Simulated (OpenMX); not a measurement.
Crystal: Bi.

```
CELL_PARAMETERS angstrom
2.26750 1.30914 3.93800
-2.26750 1.30914 3.93800
0.00000 -2.61828 3.93800
ATOMIC_POSITIONS crystal
Bi 0.76600 0.76600 0.76600
Bi 0.23400 0.23400 0.23400
```

- Program: OpenMX 3.8.5
- Task: single point
- Functional: PBE
- Potentials or basis: OpenMX 2013 PBE set, Bi8.0-s3p2d2f1, grid cutoff 500 Ry
- k mesh: 7 × 7 × 7
- Occupations: fermi-dirac, width 0.05 eV
- Spin: no spin polarisation

On this cell: pressure 3.4 GPa; largest force 0.365 eV/Å; band gap on the k mesh 0.29 eV, indirect (least direct gap 0.56 eV).

The same run follows on a disturbed copy (atoms moved at random, drawn with an rms of 0.05 Å):

```
Bi
1.0
     2.26750    1.30914    3.93800
    -2.26750    1.30914    3.93800
     0.00000   -2.61828    3.93800
Bi
2
Cartesian
  -0.0313 0.0662 9.1076
  -0.0144 0.0082 2.7686
```

Q: What does the disturbed cell give?

A: The energy moves by +16.9 meV/atom; pressure 4.1 GPa; largest force 0.709 eV/Å; band gap on the k mesh 0.26 eV, indirect (least direct gap 0.55 eV).

Forces in eV/Å, atoms in the order of the input:
```
Bi   0.053 -0.227 -0.670
Bi  -0.051  0.225  0.670
```

Caveats: spin-orbit coupling is left out, which as a rule narrows the gap of such compounds by several tenths of an eV; an odd mesh through Γ misses points on the zone boundary, where band edges often lie; the basis of atomic orbitals isn't converged, which shifts pressures, moduli and gaps.
